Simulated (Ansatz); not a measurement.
# SnO2 monolayer (2H): following an unstable mode

Aim: this structure of SnO2 monolayer (2H) is to be tested for unstable modes, and one is followed downhill.

Calculated with Ansatz 0.2.0; DFT PBE, scalar-relativistic, plane waves, PAW.

This is a report of a sequence of runs, with most program output left out.

## Step 1: Set-up

The cell holds 3 atoms: 1 Sn and 2 O. Cell: a = 3.102 Å, b = 3.102 Å, c = 28.700 Å, α = 90.0°, β = 90.0°, γ = 120.0°. Vacuum lies along c.

Structure file:

```cif
data_structure
_symmetry_space_group_name_H-M 'P 1'
_symmetry_Int_Tables_number 1
_cell_length_a 3.1019
_cell_length_b 3.1019
_cell_length_c 28.7000
_cell_angle_alpha 90.000
_cell_angle_beta 90.000
_cell_angle_gamma 120.000
_cell_volume 239.16
loop_
_atom_site_label
_atom_site_type_symbol
_atom_site_fract_x
_atom_site_fract_y
_atom_site_fract_z
_atom_site_occupancy
Sn1 Sn 0.33333 0.66667 0.34843 1
O2 O 0.66667 0.33333 0.39130 1
O3 O 0.66667 0.33333 0.30556 1
```

## Step 2: Phonons on a q mesh

The cell comes from relaxations at this level that are not shown. Stability and thermal properties need the whole zone. Linear response on a 6×6×1 q mesh gives force constants as far as a supercell of that size would, and the tensors from the zone-centre run are typed in so that the long-range dipole term is interpolated apart.

Input file input.yaml:

```yaml
crystal:
  lattice:
    - [3.1019443762, 0.0, 0.0]
    - [-1.5509721881, 2.6863626309, 0.0]
    - [0.0, 0.0, 28.7]
  atoms:
    - { symbol: Sn, position: [0.3333333333, 0.6666666667, 0.3484320557] }
    - { symbol: O, position: [0.6666666667, 0.3333333333, 0.3913020119] }
    - { symbol: O, position: [0.6666666667, 0.3333333333, 0.3055620995] }
  periodic: [true, true, false]
kpoints:
  mp_grid: { grid: [12, 12, 1] }
hamiltonian:
  xc: pbe
scf:
  occupations: { method: fixed }
output:
  eigenvalues: true
phonons:
  method: dfpt
  qmesh: [6, 6, 1]
  temperatures: { t_max: 1000, t_step: 50 }
  qpath:
    path:
      - [0.0, 0.0, 0.0]
      - [0.5, 0.0, 0.0]
      - [0.33333333, 0.33333333, 0.0]
      - [0.0, 0.0, 0.0]
    npoints: 10
  isolated: true
  non_analytic_term:
    high_frequency_dielectric_tensor: [[1.8303, 0.0, 0.0], [0.0, 1.8303, 0.0], [0.0, 0.0, 1.1202]]
    born_effective_charges:
      - { species: Sn, tensor: [[4.1734, 0.0, 0.0], [0.0, 4.1734, 0.0], [0.0, 0.0, 0.5505]] }
      - { species: O, tensor: [[-2.0867, 0.0, 0.0], [0.0, -2.0867, 0.0], [0.0, 0.0, -0.2752]] }
      - { species: O, tensor: [[-2.0867, 0.0, 0.0], [0.0, -2.0867, 0.0], [0.0, 0.0, -0.2752]] }
    source: "zone-centre run at this cell"
```

Run with:

```
> ansatz run input.yaml --threads 4 --pin off --max-ram 14336MiB --backend cpu --events-out ev --progress --plain --runs-dir out
```

Run time: 8.4 min. Hardware: 4 threads of Arm Neoverse V1, shared host; peak memory 1.7 GiB.

This step gave:

```yaml
gap_on_the_k_mesh: 0.6507 eV
sum_rule_residual_before_enforcement: 3.44e-5 eV/Å²
lowest_frequency_on_the_path: -74.79 cm⁻¹
point_group: -6m2
highest_frequency_on_the_path_or_at_a_solved_wavevector: 619 cm⁻¹
area_per_atom: 2.778 Å²
highest_optical_mode_at_the_zone_centre_no_lo_to_term: 619.0 cm⁻¹
lowest_optical_zone_centre_mode: -74.79 cm⁻¹
lowest_mode_on_the_q_mesh_acoustic_modes_at_gamma_apart: -74.79 cm⁻¹
```

Frequencies (cm⁻¹) solved at each irreducible wavevector; negative means imaginary. Frequencies by wavevector, by row:

| q in reciprocal lattice units | star | mode 1 | mode 2 | mode 3 | mode 4 | mode 5 | mode 6 | mode 7 | mode 8 | mode 9 |
| --- | --- | --- | --- | --- | --- | --- | --- | --- | --- | --- |
| 0 0 0 | 1 | -74.8 | -74.8 | 0 | 0 | 0 | 323.6 | 323.6 | 512.9 | 619 |
| 0 0.1667 0 | 6 | 3.2 | 73.2 | 79.5 | 142.7 | 200.5 | 331.3 | 475.9 | 478.3 | 617.9 |
| 0 0.3333 0 | 6 | 35.4 | 131.2 | 157.5 | 255.5 | 322.6 | 343.8 | 430.3 | 468.1 | 616 |
| 0 -0.5 0 | 3 | 51.5 | 148.6 | 183.1 | 303.6 | 349 | 364.8 | 401.6 | 454.8 | 614.7 |
| 0.1667 0.1667 0 | 6 | 22.1 | 139.1 | 174.5 | 217.8 | 289.7 | 352.1 | 442.6 | 470.6 | 616.4 |
| 0.1667 0.3333 0 | 12 | 47.8 | 180.5 | 238.9 | 276.8 | 344.8 | 376.3 | 405.5 | 450.3 | 614.5 |
| 0.3333 0.3333 0 | 2 | 55.1 | 228.3 | 263.5 | 316.6 | 322.8 | 392.4 | 416.2 | 422.8 | 613.6 |

Interpolated from a 6×6×1 q mesh, with the LO-TO term (at Γ the limit along the path; where Γ stands inside the path, tables give the limit on arrival). The phonon branches at the labelled points (cm⁻¹):

| point | branch 1 | branch 2 | branch 3 | branch 4 | branch 5 | branch 6 | branch 7 | branch 8 | branch 9 |
| --- | --- | --- | --- | --- | --- | --- | --- | --- | --- |
| Γ | -75 | -75 | 0 | 0 | 0 | 324 | 324 | 513 | 619 |
| halfway | 19 | 110 | 125 | 204 | 272 | 338 | 454 | 478 | 617 |
| M | 52 | 149 | 183 | 304 | 349 | 365 | 402 | 455 | 615 |
| halfway | 51 | 186 | 247 | 286 | 353 | 381 | 398 | 445 | 614 |
| K | 55 | 228 | 264 | 317 | 323 | 392 | 416 | 423 | 614 |
| halfway | 22 | 139 | 174 | 218 | 290 | 352 | 443 | 471 | 616 |
| Γ | -75 | -75 | 0 | 0 | 0 | 324 | 324 | 513 | 619 |

Symmetry leaves 7 wavevectors to solve. The lowest mode among them, the acoustic zeros apart, lies at Γ and is imaginary, 74.8i cm⁻¹, so the energy falls along it.

## Step 3: The mode frozen in, largest atomic shift 0 Å

The mode followed lies at Γ with frequency 74.8i cm⁻¹ and is 2-fold degenerate, the softest among the wavevectors solved. At small amplitude the distorted cell has space group no. 8 by a symmetry search on the positions. The undistorted cell that holds it gives the zero of energy on the same k mesh.

input.yaml, the sections that differ from step 2:

```yaml
scf:
  occupations: { method: gaussian, width: 0.02 }
output:
  forces: true
  stress: true
  eigenvalues: true
# crystal, kpoints, hamiltonian: as in step 2
# phonons: removed
```

Elapsed: 2.7 s, on 4 threads; peak memory 0.47 GiB.

Numbers from this step:

```
energy from the undistorted cell : 0 meV/atom
```

## Step 4: The mode frozen in, largest atomic shift 0.08 Å

The atoms are moved along the unstable eigenvector, the largest shift by 0.08 Å, with the cell fixed.

input.yaml, the sections that differ from step 3:

```yaml
crystal:
  lattice:
    - [3.1019443762, 0.0, 0.0]
    - [-1.5509721881, 2.6863626309, 0.0]
    - [0.0, 0.0, 28.7]
  atoms:
    - { symbol: Sn, position: [0.3333333333, 0.6666666667, 0.3484320557] }
    - { symbol: O, position: [0.6815566892, 0.3631133783, 0.3913020119] }
    - { symbol: O, position: [0.6517766442, 0.3035532883, 0.3055620995] }
  periodic: [true, true, false]
# kpoints, hamiltonian, scf, output: as in step 3
```

Run time: 5.2 s. Hardware: 4 threads; peak memory 0.54 GiB; 20 s of CPU time.

Numbers from this step:

| Quantity | Value |
| --- | --- |
| gap on the k-mesh | 0.7038 eV |
| energy from the undistorted cell | -0.477 meV/atom |

The energy, extrapolated to zero smearing, is -0.48 meV/atom against the undistorted cell.

## Step 5: Energy along the mode, all amplitudes (two of the runs are shown above)

An imaginary frequency means negative curvature, so the energy should fall and then rise again as anharmonic terms take over.

Numbers from this step:

```yaml
depth_at_the_lowest_point_sampled: 0.477 meV/atom
largest_atomic_shift_at_that_point: 0.08 Å
```

Table of energy from the parent by largest atomic shift:

| largest atomic shift (Å) | energy from the parent (meV/atom) |
| --- | --- |
| 0.0000 | 0 |
| 0.0400 | -0.161 |
| 0.0800 | -0.477 |
| 0.1400 | -0.094 |
| 0.2200 | 6.58 |

Displacement at unit largest shift by atom:

| atom | x (Å) | y (Å) | z (Å) | size |
| --- | --- | --- | --- | --- |
| Sn1 | 0.00 | 0.00 | 0.00 | 0.00 |
| O2 | 0.00 | 1.00 | 0.00 | 1.00 |
| O3 | 0.00 | -1.00 | 0.00 | 1.00 |

The lowest of the steps tried is at 0.08 Å, 0.477 meV/atom below the parent; the bottom of the well need not coincide with a step.

## Step 6: Relaxation from the frozen mode

Starting from the lowest point found, all atoms and the cell are let go, so that strain and other modes of the same symmetry can join in.

input.yaml, as its differences from that of step 4:

```diff
@@ -15,3 +15,3 @@
 scf:
-  occupations: { method: gaussian, width: 0.02 }
+  occupations: { method: fixed }
 output:
@@ -20 +20,6 @@
   eigenvalues: true
+relax:
+  adjacent_minimum: "off"
+  f_tol: 0.002
+  max_steps: 120
+  cell: { stress_2d_tol: 0.005 }
```

It took 1.9 min on 4 threads; peak memory 0.61 GiB.

Step by step:

| step | energy less that of the first step (eV) | largest force component (eV/Å) | volume (Å³) |
| --- | --- | --- | --- |
| 1 | 0.0000 | 0.1031 | 239.16 |
| 2 | 0.0006 | 0.0770 | 240.33 |
| 3 | -0.0002 | 0.0441 | 240.17 |
| 4 | -0.0019 | 0.0713 | 239.98 |
| 5 | -0.0290 | 0.2313 | 240.59 |
| 6 | -0.1340 | 0.9251 | 245.00 |
| 7 | -0.3405 | 1.6291 | 251.71 |
| 8 | -0.5943 | 1.8800 | 258.04 |
| 9 | -1.0252 | 1.5322 | 264.98 |
| 10 | -1.4200 | 0.4386 | 255.71 |
| 11 | -1.4361 | 0.0351 | 257.72 |
| 12 | -1.4363 | 0.0014 | 257.66 |
| 13 | -1.4363 | 0.0001 | 257.62 |
| 14* | -1.4589 | 0.0015 | 257.62 |
| 15 | -1.4586 | 0.0008 | 258.79 |
| 16 | -1.4585 | 0.0002 | 258.86 |
| 17* | -1.4595 | 0.0002 | 258.86 |
| 18 | -1.4594 | 0.0000 | 258.91 |
| 19* | -1.4594 | 0.0000 | 258.91 |

Relaxation steps marked * repeat the geometry before them on a plane-wave basis chosen anew for their cell, so energy and pressure can jump there.

Forces are held to the 2 operations that the run works with; a distortion that breaks them can't arise in this run.

| cell as run | before | after | change |
| --- | --- | --- | --- |
| a (Å) | 3.102 | 3.228 | +4.0 % |
| b (Å) | 3.102 | 3.228 | +4.0 % |

The atoms that moved most (Å, along periodic axes as changes of fractional coordinates times the final cell, across vacuum about the mean position):

| atom | dx | dy | dz | length |
| --- | --- | --- | --- | --- |
| O2 | 0.000 | 1.159 | -0.219 | 1.179 |
| Sn1 | 0.000 | -0.621 | 0.000 | 0.621 |
| O3 | 0.000 | -0.538 | 0.219 | 0.581 |

The relaxed structure:

```xyz
3
Lattice="3.2275 0.0000 0.0000 -1.6138 2.7951 0.0000 0.0000 0.0000 28.7000" Properties=species:S:1:pos:R:3
Sn    0.0000    1.2423   10.0000
O     1.6138    2.1740   11.0117
O     1.6138    0.3106    8.9883
```

This step gave:

```yaml
gap_on_the_k_mesh: 2.614 eV
area_per_atom: 3.007 Å²
```

The distorted start has space group Cm; the relaxation ends in P-3m1.

## Step 7: The new phase in its own primitive cell

The relaxed structure is symmetrised, reduced to its primitive cell and relaxed tightly, as its phonons need.

Input file input.yaml:

```yaml
crystal:
  lattice:
    - [3.2275183717, 0.0, 0.0]
    - [-1.6137591859, 2.7951129891, 0.0]
    - [0.0, 0.0, 28.7]
  atoms:
    - { symbol: Sn, position: [0.2222222962, 0.4444445924, 0.3484320947] }
    - { symbol: O, position: [0.8888888839, 0.7777777678, 0.3836822174] }
    - { symbol: O, position: [0.5555554866, 0.1111109731, 0.313181855] }
  periodic: [true, true, false]
kpoints:
  mp_grid: { grid: [9, 9, 1] }
hamiltonian:
  xc: pbe
scf:
  occupations: { method: fixed }
output:
  forces: true
  stress: true
  eigenvalues: true
relax:
  adjacent_minimum: "off"
  f_tol: 0.001
  max_steps: 60
  cell: { stress_2d_tol: 0.002 }
```

Wall time 3.2 s (4 threads); peak memory 0.54 GiB.

Little changed from the start: no atom moved by 0.005 Å and no cell edge by 0.1 %.

This step gave:

- gap on the k-mesh: 2.620 eV
- direct gap on mesh: 3.171 eV

The largest force component left is 0.074 meV/Å, within the tolerances set.

## Step 8: Modes of the new phase, k-mesh 9×9×1

A relaxed structure may still be a saddle point, so its zone-centre modes are computed. The response to a homogeneous field gives the Born charges and the dielectric tensor, and its change with displacement the Raman tensors.

Input file input.yaml:

```yaml
crystal:
  lattice:
    - [3.2275184225, 0.0, 0.0]
    - [-1.6137592113, 2.7951129451, 0.0]
    - [0.0, 0.0, 28.7]
  atoms:
    - { symbol: Sn, position: [0.2222222222, 0.4444444444, 0.3484320557] }
    - { symbol: O, position: [0.8888888889, 0.7777777778, 0.3836822369] }
    - { symbol: O, position: [0.5555555556, 0.1111111111, 0.3131818745] }
  periodic: [true, true, false]
kpoints:
  mp_grid: { grid: [9, 9, 1] }
hamiltonian:
  xc: pbe
scf:
  occupations: { method: fixed }
output:
  eigenvalues: true
phonons:
  method: dfpt
  dielectric: true
  raman: true
```

Elapsed: 5.5 min, on 4 threads; peak memory 2.3 GiB.

This step gave:

```
sum-rule residual before enforcement                    : 3.38e-4 eV/Å²
miss of the charge sum rule                             : 0.002199 e
estimated error of the dielectric tensor                : 0.002953
estimated error of the Born charges                     : 0.01784 e
point group                                             : -3m
highest optical mode at the zone centre (no LO-TO term) : 524.2 cm⁻¹
lowest optical zone-centre mode                         : 379.8 cm⁻¹
largest Born charge (third of the trace)                : 3.266 e
```

Without the LO-TO term. Patterns of degenerate modes are one choice out of their space. Modes at Γ, with each element's share of the kinetic energy:

| mode | frequency (cm⁻¹) | symmetry | Sn % | O % |
| --- | --- | --- | --- | --- |
| 1 | 0.0 | acoustic | 79 | 21 |
| 2 | 0.0 | acoustic | 79 | 21 |
| 3 | 0.0 | acoustic | 79 | 21 |
| 4 | 379.8 | Eu | 21 | 79 |
| 5 | 379.8 | Eu | 21 | 79 |
| 6 | 429.6 | Eg | 0 | 100 |
| 7 | 429.6 | Eg | 0 | 100 |
| 8 | 474.3 | A1g | 0 | 100 |
| 9 | 524.2 | A2u | 21 | 79 |

Displacements in mode 4 (379.8 cm⁻¹), the largest set to 1:
```
Sn1  0.00 -0.27  0.00
O2   0.00  1.00  0.00
O3   0.00  1.00  0.00
```

Displacements in mode 7 (429.6 cm⁻¹), the largest set to 1:
```
Sn1  0.00  0.00  0.00
O2   0.00 -1.00  0.00
O3   0.00  1.00  0.00
```

High-frequency dielectric tensor, averaged over the cell of height 28.7 Å or as lengthened by the program, vacuum included. Tensor:

|  | x | y | z |
| --- | --- | --- | --- |
| x | 1.583 | 0 | 0 |
| y | 0 | 1.583 | 0 |
| z | 0 | 0 | 1.104 |

Born charge (rows field, columns displacement) (e), principal values of the symmetric part by kind of site:

| atom | atoms with these values | low | middle | high | mean |
| --- | --- | --- | --- | --- | --- |
| Sn1 | 1 | 0.73 | 4.53 | 4.53 | 3.27 |
| O2 | 2 | -2.27 | -2.27 | -0.37 | -1.63 |

In full for Sn1:

```
4.53 0.00 0.00
0.00 4.53 0.00
0.00 0.00 0.73
```

Transverse modes. Lines of the infrared spectrum (strongest = 100):

| position (cm⁻¹) | label | relative intensity |
| --- | --- | --- |
| 380 | Eu | 100 |
| 430 | Eg | 0.0 |
| 474 | A1g | 0.0 |
| 524 | A2u | 1.3 |

Activity x (w_L - w)^4 (n + 1)/w, 532 nm, 300 K. Raman lines, with heights relative to the strongest:

| position (cm⁻¹) | label | relative intensity |
| --- | --- | --- |
| 380 | Eu | 0.0 |
| 430 | Eg | 5.9 |
| 474 | A1g | 100 |
| 524 | A2u | 0.0 |

Before it was imposed, the acoustic sum rule was missed by 3.4e-4 eV/Å² and the charge sum rule by 0.0022 e. Small misses are needed for a sound result but don't prove that mesh and cutoff are converged. The lowest optical mode is real, 380 cm⁻¹.

## Step 9: Summary of results

```yaml
unstable_mode_of_the_parent: q = (0, 0, 0), 75i cm⁻¹
depth_at_the_lowest_point_sampled: 0.477 meV/atom
largest_atomic_shift_at_that_point: 0.08 Å
space_group_reached_within_0p01_a: P-3m1
energy_gained_over_the_parent_first_relaxation_on_the_mesh_of_the_frozen_mode: 487 meV/atom
area_per_atom_phase_reached: 3.01 Å²
gap_on_the_k_mesh_phase_reached: 2.62 eV
lowest_optical_zone_centre_mode_phase_reached: 380 cm⁻¹
highest_optical_mode_at_the_zone_centre_no_lo_to_term_phase_reached: 524 cm⁻¹
```

Along this mode the structure falls into P-3m1, 487 meV/atom below the parent. At the parent's cell the well is 0.477 meV/atom deep on the steps tried, with its lowest point at a shift of 0.08 Å. Relaxing atoms and cell changes the gain by +486.48 meV/atom against the lowest step (energies at zero smearing). Most of the total comes from this relaxation. The new phase has no imaginary mode at the zone centre of its cell; other wavevectors were not checked. How so shallow a well moves with the k mesh was not tested. Of the 3 patterns followed to their end from this parent, this one reaches the lowest energy. Each path keeps the symmetry of its pattern, so a lower phase may lie along a pattern not tried. In a sheet or slab the interpolated bending branch near Γ is rough, since the rotational sum rule isn't imposed. Dielectric tensors refer to the cell with its vacuum. Spin-orbit coupling is left out, which can matter for the heavy elements here. The starting cell was built on a prototype and not taken from a measurement.

[Logs are printed without paths, hosts, clocks, repeated set-up lines and the standing remarks that a program may print on its own settings, such as how far it seeks lower states.]

[Hosts, paths, dates, database ids (printed as entryN), source tags and the programs' standing remarks are cut or masked in the printed files.]
